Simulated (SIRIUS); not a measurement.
Mo, 1 atom in the cell. The structure is cubic, space group Im-3m (No. 229). Conventional cell: a = 3.168 Å, b = 3.168 Å, c = 3.168 Å, α = 90.00°, β = 90.00°, γ = 90.00°. Mo (site symmetry m-3m) is surrounded by 8 Mo at 2.74 Å. 

- Program: SIRIUS 7.10.0
- Task: single point
- Functional: PBEsol
- Potentials or basis: PseudoDojo 0.4.1 PBEsol standard (scalar relativistic)
- Cutoff: 1102 eV
- Density cutoff: 4408 eV
- k mesh: 12 × 12 × 12
- Occupations: fermi-dirac, width 0.05 eV
- Spin: no spin polarisation
- Libxc names: ["XC_GGA_X_PBE_SOL", "XC_GGA_C_PBE_SOL"]
- Energy tol: 1e-08 Ha
- Density tol: 1e-06
- Mixer: anderson
- Mixing beta: 0.7
- Max scf: 100
- Radial cutoff for the potentials' integrals: 6.5 bohr

Potentials or basis: PseudoDojo 0.4.1 PBEsol standard (scalar relativistic).

Launch:

```console
$ upf_to_json Mo.upf
$ OMP_NUM_THREADS=1 sirius.scf --input=sirius.json --output=out.json --task=0
```

Hardware: 1 thread of Arm Neoverse V2, on a shared host.

Q: Estimate the wall time of this run.

A: Wall time 15 s on 1 thread of Arm Neoverse V2, on a shared host, peak memory 0.28 GiB. Counts: scf iterations 11, k points 72, plane waves 1289, bands 14.
